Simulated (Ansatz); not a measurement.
# Point defect: Sn interstitial in SnO2

The calculation used DFT PBE, scalar-relativistic, plane waves, PAW in Ansatz. Settings: 420 eV cutoff, 3×3×3 k-mesh, Gaussian smearing of 0.01 eV, collinear spin in charge +1, +3 alone.

Host crystal, relaxed:

```
Sn O
1.0
     4.82719    0.00000    0.00000
     0.00000    4.82719    0.00000
     0.00000    0.00000    3.23815
Sn O
2 4
Direct
  0.50000 0.50000 0.50000
  0.00000 0.00000 0.00000
  0.19342 0.80658 0.50000
  0.80658 0.19342 0.50000
  0.30658 0.30658 0.00000
  0.69342 0.69342 0.00000
```

Supercell of 24 atoms, rows in host cell vectors: -1 -1 0; 1 -1 0; 0 1 2. Atoms relax at the host's cell from a start displaced at random by 0.06 Å near the defect, so other minima may exist. The cell is small, so energies carry finite-size errors of tenths of an eV. The host's Kohn–Sham gap is 0.68 eV. Atoms are taken from and returned to the elements' standard states. Charged cells are corrected for image charges with the computed static dielectric tensor (mean 13.0) and aligned with the host's potential at far atoms (alignment terms reach 2.79 eV; the program doubts the alignment in some charges, where it is up to 2.79 eV). No band-filling term is added, and the Fermi level counts from the host's valence band top.

Starting moments were lost in some runs.

Defect: Sn interstitial set at (0.000, 0.500, 0.250) of the host cell. In charges +3, +2, +1, 0 some atom moved by up to 1.0 Å, so the relaxed defect can differ in kind from the start. Before relaxation its nearest neighbours are 4 O at 1.93 Å.

| charge | E_f at the valence band top (eV) | over the neutral state (eV) | moment (μB) | largest move (Å) | atoms near the site |
| --- | --- | --- | --- | --- | --- |
| +3 | -0.49 | -6.85 | 0.00 | 0.81 | 2 O at 2.01 Å, 4 O at 2.13 Å, 2 Sn at 2.82 Å |
| +2 | 1.83 | -4.53 | 0.00 | 0.87 | 1 O at 2.03 Å, 1 O at 2.05 Å, 2 O at 2.10 Å, 2 O at 2.29 Å, 1 Sn at 2.75 Å, 1 Sn at 2.95 Å |
| +1 | 4.29 | -2.07 | 0.00 | 0.94 | 1 O at 2.02 Å, 1 O at 2.08 Å, 2 O at 2.10 Å, 2 O at 2.40 Å, 1 Sn at 2.71 Å |
| 0 | 6.36 | 0.00 | 0.00 | 0.97 | 1 O at 2.09 Å, 2 O at 2.20 Å, 1 Sn at 2.62 Å, 1 O at 2.62 Å, 1 Sn at 2.78 Å, 2 O at 2.90 Å |

Among the charges computed the stable one is +3 at the valence band top and stays so across the gap. In charge +2, +1, 0 the extra carrier would gain by moving to a band edge of the host, so it isn't bound in the gap, though by less than the errors named above. In charge +3, +1 the cell has partly filled bands: a level of the defect may be part filled, the carrier may sit in the host's bands, or levels may cross between the k points, so transitions that involve it are doubtful. Other sites of the defect weren't tried.